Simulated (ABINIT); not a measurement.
A run of ABINIT 10.8.3 (patched build):

Contents of run.abi:

```
# Datasets: ground state, then fixed potential
ndtset 2

# Pseudopotentials
pp_dirpath "./"
pseudos "40_Zr_12_2.0_2.5_pbe_n_v1.0.psp8"

# Structure
acell 3.232 3.232 5.147 Angstrom
rprim
     1.0000000000     0.0000000000     0.0000000000
    -0.5000000000     0.8660254038     0.0000000000
     0.0000000000     0.0000000000     1.0000000000
ntypat 1
znucl 40
natom 2
typat 1 1
xred
     0.6666666667     0.3333333333     0.7500000000
     0.3333333333     0.6666666667     0.2500000000

# Plane-wave basis
ecut 18.0

# Exchange and correlation
ixc 11

# Bands and occupations
occopt 3
tsmear 0.00183747

# SCF cycle
nstep 100

# Output
iomode 3
prtwf 0
prteig 0
prtebands 0
prtden1 1

# Dataset 1
kptopt1 1
ngkpt1 9 9 5
nshiftk1 1
shiftk1 0.0 0.0 0.0
nband1 16
tolvrs1 1.0e-10

# Dataset 2: bands along G-M-K-G-A-L-H-A
iscf2 -2
getden2 1
nband2 22
nbdbuf2 4
tolwfr2 1.0e-11
kptopt2 -7
ndivsm2 5
prteig2 1
prtvol2 -3
kptbounds2
     0.0000000000     0.0000000000     0.0000000000
     0.5000000000     0.0000000000     0.0000000000
     0.3333333333     0.3333333333     0.0000000000
     0.0000000000     0.0000000000     0.0000000000
     0.0000000000     0.0000000000     0.5000000000
     0.5000000000     0.0000000000     0.5000000000
     0.3333333333     0.3333333333     0.5000000000
     0.0000000000     0.0000000000     0.5000000000
```

Potentials or basis: SPMS NC PBE v1.0.

Command:

```console
$ abinit run.abi > log 2>&1
```

Hardware: 1 thread of Arm Neoverse V1, with other jobs on the host.

Question: Estimate the wall time of this run.

Answer: Wall time 29 s on 1 thread of Arm Neoverse V1, with other jobs on the host, peak memory 0.11 GiB. Counts: scf iterations 8, mpi ranks 1, k points 36, bands 16, plane waves 1158.
